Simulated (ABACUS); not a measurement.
# Ta (P-1) in ABACUS: convergence with wavefunction cutoff

Aim: find how far wavefunction cutoff must go before the results for Ta settle, at PBEsol. This setting moves, with any that are tied to it; all else stays.

All numbers are computed with ABACUS 3.10.1; they aren't measurements. Logs are shortened: lines on timing, memory, paths and dates and some standing lists are left out, and cuts for length are marked.

## (1) The cell of the first run

The typed cell holds 1 atom: a = 2.816 Å, b = 2.871 Å, c = 2.871 Å, α = 110.52°, β = 109.83°, γ = 107.36°.

The cell isn't the ideal one: cell strained at random.

## (2) With wavefunction cutoff 21 Ry

INPUT reads:

```
INPUT_PARAMETERS
suffix              Ta
calculation         scf
basis_type          pw
pseudo_dir          ./
symmetry            1
dft_functional      pbesol
ecutwfc             21
pseudo_rcut         7
nspin               1
nbands              18
ks_solver           dav
smearing_method     gauss
smearing_sigma      0.00734986
scf_thr             1e-08
scf_nmax            100
mixing_type         broyden
mixing_beta         0.7
cal_force           1
cal_stress          1
kpar                4
```

STRU reads:

```
ATOMIC_SPECIES
Ta 180.9479 Ta_ONCV_PBE-1.2.upf

LATTICE_CONSTANT
1.8897261246

LATTICE_VECTORS
-1.6056250000 1.6104320000 1.6605300000
1.6356250000 -1.6278380000 1.7079350000
1.6362810000 1.6584940000 -1.6779360000

ATOMIC_POSITIONS
Direct

Ta
0.0
1
-0.0153390000 -0.0079560000 -0.0027760000 1 1 1
```

KPT reads:

```
K_POINTS
0
Gamma
7 7 7 0 0 0
```

Potentials or basis: SG15 ONCV 1.2 PBE, plane waves.

Run with:

```
OMP_NUM_THREADS=1 mpirun -np 4 abacus > log
```

Wall time 1.7 s (4 MPI ranks of Intel Xeon 6975P-C (Granite Rapids), shared host); peak memory 0.2 GiB.

Results:

- Free energy: -6587.9727 eV
- Pressure: -4148.3 GPa
- Band gap on the k mesh: none (metal or under the smearing width)

## (3) With wavefunction cutoff 27 Ry

Changes to INPUT since step 2:

```diff
@@ -7,3 +7,3 @@
 dft_functional      pbesol
-ecutwfc             21
+ecutwfc             27
 pseudo_rcut         7
```

STRU is that of step 2.

KPT is that of step 2.

Potentials or basis: SG15 ONCV 1.2 PBE, plane waves.

Run with:

```
OMP_NUM_THREADS=1 mpirun -np 4 abacus > log
```

Wall time 3 s (4 MPI ranks of Intel Xeon 6975P-C (Granite Rapids), shared host); peak memory 0.2 GiB.

What came out:

```yaml
Free_energy: -6710.0751 eV
Pressure: -1784.5 GPa
Band_gap_on_the_k_mesh: none (metal or under the smearing width)
```

## (4) With wavefunction cutoff 33 Ry

Changes to INPUT since step 3:

```diff
@@ -7,3 +7,3 @@
 dft_functional      pbesol
-ecutwfc             27
+ecutwfc             33
 pseudo_rcut         7
```

STRU is that of step 3.

KPT is that of step 3.

Run with:

```
OMP_NUM_THREADS=1 mpirun -np 4 abacus > log
```

Run time: 2.5 s. Hardware: 4 MPI ranks of Intel Xeon 6975P-C (Granite Rapids), shared host; peak memory 0.2 GiB.

Results:

* Free energy: -6745.2389 eV
* Pressure: -472.7 GPa
* Band gap on the k mesh: none (metal or under the smearing width)

## (5) With wavefunction cutoff 42 Ry

Changes to INPUT since step 4:

```diff
@@ -7,3 +7,3 @@
 dft_functional      pbesol
-ecutwfc             33
+ecutwfc             42
 pseudo_rcut         7
```

STRU is that of step 4.

KPT is that of step 4.

Run with:

```
OMP_NUM_THREADS=1 mpirun -np 4 abacus > log
```

Run time: 4.8 s. Hardware: 4 MPI ranks of Intel Xeon 6975P-C (Granite Rapids), shared host; peak memory 0.2 GiB.

Results:

| Property | Result |
| --- | --- |
| Free energy | -6751.8324 eV |
| Pressure | -20.6 GPa |
| Band gap on the k mesh | none (metal or under the smearing width) |

## (6) With wavefunction cutoff 51 Ry

Changes to INPUT since step 5:

```diff
@@ -7,3 +7,3 @@
 dft_functional      pbesol
-ecutwfc             42
+ecutwfc             51
 pseudo_rcut         7
```

STRU is that of step 5.

KPT is that of step 5.

Potentials or basis: SG15 ONCV 1.2 PBE, plane waves.

Run with:

```
OMP_NUM_THREADS=1 mpirun -np 4 abacus > log
```

It took 4.5 s on 4 MPI ranks of Intel Xeon 6975P-C (Granite Rapids), shared host; peak memory 0.24 GiB.

The run converged. Its results:

```
Free energy            : -6751.9643 eV
Pressure               : -3.2 GPa
Band gap on the k mesh : none (metal or under the smearing width)
```

## (7) With wavefunction cutoff 60 Ry

Changes to INPUT since step 6:

```diff
@@ -7,3 +7,3 @@
 dft_functional      pbesol
-ecutwfc             51
+ecutwfc             60
 pseudo_rcut         7
```

STRU is that of step 6.

KPT is that of step 6.

Run with:

```
OMP_NUM_THREADS=1 mpirun -np 4 abacus > log
```

Wall time 8.1 s (4 MPI ranks of Intel Xeon 6975P-C (Granite Rapids), shared host); peak memory 0.28 GiB.

Results (log left out):

```
Free energy            : -6751.9652 eV
Pressure               : -3.1 GPa
Band gap on the k mesh : none (metal or under the smearing width)
```

## (8) With wavefunction cutoff 72 Ry

Changes to INPUT since step 7:

```diff
@@ -7,3 +7,3 @@
 dft_functional      pbesol
-ecutwfc             60
+ecutwfc             72
 pseudo_rcut         7
```

STRU is that of step 7.

KPT is that of step 7.

Run with:

```
OMP_NUM_THREADS=1 mpirun -np 4 abacus > log
```

Run time: 13 s. Hardware: 4 MPI ranks of Intel Xeon 6975P-C (Granite Rapids), shared host; peak memory 0.28 GiB.

The run converged. Its results:

* Free energy: -6751.9655 eV
* Pressure: -3.1 GPa
* Band gap on the k mesh: none (metal or under the smearing width)

## (9) With wavefunction cutoff 90 Ry

Changes to INPUT since step 8:

```diff
@@ -7,3 +7,3 @@
 dft_functional      pbesol
-ecutwfc             72
+ecutwfc             90
 pseudo_rcut         7
```

STRU is that of step 8.

KPT is that of step 8.

Potentials or basis: SG15 ONCV 1.2 PBE, plane waves.

Run with:

```
OMP_NUM_THREADS=1 mpirun -np 4 abacus > log
```

running log:

```text
ABACUS v3.10.1

               Atomic-orbital Based Ab-initio Computation at UStc

 ------------------------------------------------------------------------------------

 READING GENERAL INFORMATION
                           global_out_dir = OUT.Ta/
                           global_in_card = INPUT
                               pseudo_dir = ./
                              orbital_dir =
                                    DSIZE = 4
                                    GSIZE = 1

 READING UNITCELL INFORMATION
                                    ntype = 1
                  lattice constant (Bohr) = 1.88973
              lattice constant (Angstrom) = 1

 READING ATOM TYPE 1
                               atom label = Ta
                      L=0, number of zeta = 1
                      L=1, number of zeta = 1
                      L=2, number of zeta = 1
             number of atom for this type = 1

                        TOTAL ATOM NUMBER = 1
DIRECT COORDINATES
    atom                   x                   y                   z     mag                  vx                  vy                  vz
taud_Ta1            0.9846610000        0.9920440000        0.9972240000  0.0000        0.0000000000        0.0000000000        0.0000000000

                          Volume (Bohr^3) = 121.54
                             Volume (A^3) = 18.0103

 Lattice vectors: (Cartesian coordinate: in unit of a_0)
             -1.60563            +1.61043            +1.66053
             +1.63563            -1.62784            +1.70793
             +1.63628            +1.65849            -1.67794
 Reciprocal vectors: (Cartesian coordinate: in unit of 2 pi/a_0)
          -0.00561855           +0.307553            +0.29851
            +0.302947          -0.0012747           +0.294166
            +0.302803           +0.303065         -0.00113076
 The esolver type has been set to : ksdft_pw

                PAO radial cut off (Bohr) = 7

 Read in pseudopotential file is Ta_ONCV_PBE-1.2.upf
                     pseudopotential type = NC
          exchange-correlation functional = PBE
                 nonlocal core correction = 0
                        valence electrons = 27
                                     lmax = 3
                           number of zeta = 0
                     number of projectors = 8
                           L of projector = 0
                           L of projector = 0
                           L of projector = 1
                           L of projector = 1
                           L of projector = 2
                           L of projector = 2
                           L of projector = 3
                           L of projector = 3
 XC functional updated to : pbesol
          exchange-correlation functional = PBESOL
     initial pseudo atomic orbital number = 0

 SETUP THE ELECTRONS NUMBER
            electron number of element Ta = 27
      total electron number of element Ta = 27
            AUTOSET number of electrons:  = 27
                           occupied bands = 14
                                   NBANDS = 18
                                   NLOCAL = 9

[... 128 lines left out ...]
[... K-POINTS DIRECT COORDINATES: 172 rows ...]

           k-point number in this process = 43
       minimum distributed K point number = 43
[... stars of the k points ...]

[... K-POINTS CARTESIAN COORDINATES: 43 rows ...]

[... K-POINTS DIRECT COORDINATES: 43 rows ...]

 SETUP PLANE WAVES FOR WAVE FUNCTIONS
     energy cutoff for wavefunc (unit:Ry) = 90
              fft grid for wave functions = [ 36, 36, 36 ]
                    number of plane waves = 2375
                         number of sticks = 241

 PARALLEL PW FOR WAVE FUNCTIONS
     PROC   COLUMNS(POT)             PW
        1            241           2375
 --------------- sum -------------------
        1            241           2375

 SETUP NONLOCAL PSEUDOPOTENTIALS IN PLANE WAVE BASIS
 Ta non-local projectors:
 projector 1 L=0
 projector 2 L=0
 projector 3 L=1
 projector 4 L=1
 projector 5 L=2
 projector 6 L=2
 projector 7 L=3
 projector 8 L=3
      TOTAL NUMBER OF NONLOCAL PROJECTORS = 32

 Init Non-Local PseudoPotential table :
 Init Non-Local-Pseudopotential done.

                                     npwx = 1763

 -------------------------------------------
 SELF-CONSISTENT
 -------------------------------------------
                                 init_chg = atomic

 PW ALGORITHM --------------- ION=   1  ELEC=   1--------------------------------
 Notice: Threshold on eigenvalues was too large.
 hsover_error=0.27 > DRHO=0.0709965
 Origin diag ethr = 0.01
 New diag ethr = 0.00026295

 Density error is 0.0697175122782
                          Error Threshold = 0.000262950016619
----------------------------------------------------------
     Energy           Rydberg                 eV
----------------------------------------------------------
 E_KohnSham     -496.2416095027      -6751.7134739283
 E_Harris       -500.8452295870      -6814.3489385016
 E_Fermi        2.1998480405         29.9304680853
----------------------------------------------------------
[... 51 lines left out ...]
 Density error is 5.22893939459e-10
                          Error Threshold = 1.6080282663e-10
----------------------------------------------------------
     Energy           Rydberg                 eV
----------------------------------------------------------
 E_KohnSham     -496.2601627971      -6751.9659044481
 E_KS(sigma->0) -496.2599767523      -6751.9633731789
 E_Harris       -496.2599098515      -6751.9624629471
 E_band         14.1944512153        193.1254165111
 E_one_elec     -128.8882988736      -1753.6152702077
 E_Hartree      97.8418214942        1331.2062750200
 E_xc           -40.1569190519       -546.3629132310
 E_Ewald        -425.0563942762      -5783.1889334911
 E_entropy(-TS) -0.0003720896        -0.0050625382
 E_descf        0.0000000000         0.0000000000
 E_exx          0.0000000000         0.0000000000
 E_Fermi        2.1640529829         29.4434513415
----------------------------------------------------------

 charge density convergence is achieved
 final etot is -6751.9659044 eV
 EFERMI = 29.443451342 eV

 STATE ENERGY(eV) AND OCCUPATIONS    NSPIN == 1
 1/43 kpoint (Cartesian) = 0.0000 0.0000 0.0000 (1757 pws)
       1       -37.6190     0.00583090
       2       -3.43680     0.00583090
       3       -3.42310     0.00583090
       4       -3.36140     0.00583090
       5        10.9822     0.00583090
       6        10.9834     0.00583090
[... 98 lines left out ...]
       5        10.9968      0.0116618
       6        10.9982      0.0116618
[... 10 lines left out ...]
      17        34.1657        0.00000
      18        45.0480        0.00000

[... levels at 37 further k points ...]

------------------------------------------------------------------------------------------
 TOTAL-FORCE (eV/Angstrom)
------------------------------------------------------------------------------------------
                       Ta1         0.0000000000         0.0000000000         0.0000000000
------------------------------------------------------------------------------------------

----------------------------------------------------------------
 TOTAL-STRESS (KBAR)
----------------------------------------------------------------
       -19.1844444469       -19.6746052650       -22.1710526565
       -19.6746052650       -16.9241831136        13.3730810777
       -22.1710526565        13.3730810777       -57.6652633887
----------------------------------------------------------------
 TOTAL-PRESSURE: -31.257964 KBAR

 --------------------------------------------
 !FINAL_ETOT_IS -6751.9659044480567900 eV
 --------------------------------------------
```

Run time: 19 s. Hardware: 4 MPI ranks of Intel Xeon 6975P-C (Granite Rapids), shared host; peak memory 0.36 GiB.

Results:

```yaml
Free_energy: -6751.9659 eV
Pressure: -3.1 GPa
Band_gap_on_the_k_mesh: none (metal or under the smearing width)
```

## (10) Result

| wavefunction cutoff | energy less the tightest run, at zero smearing (meV/atom) | pressure (GPa) | SCF cycles | CPU time (s) |
| --- | --- | --- | --- | --- |
| 21 Ry | 163998.56 | -4148.27 | 7 | 5.7 |
| 27 Ry | 41891.19 | -1784.47 | 7 | 11 |
| 33 Ry | 6727.01 | -472.68 | 6 | 8.6 |
| 42 Ry | 133.46 | -20.59 | 6 | 18 |
| 51 Ry | 1.59 | -3.24 | 6 | 17 |
| 60 Ry | 0.73 | -3.13 | 6 | 31 |
| 72 Ry | 0.40 | -3.12 | 6 | 49 |
| 90 Ry | 0.00 | -3.13 | 6 | 72 |

Against the tightest run, the energy stays within 1 meV/atom from 60 Ry on; the pressure stays within 0.1 GPa from 60 Ry on. The tightest run that finished is the yardstick and may itself not be fully converged.

Caveats: all runs use coarse meshes; the potentials were made for another functional, which shifts forces and pressure.
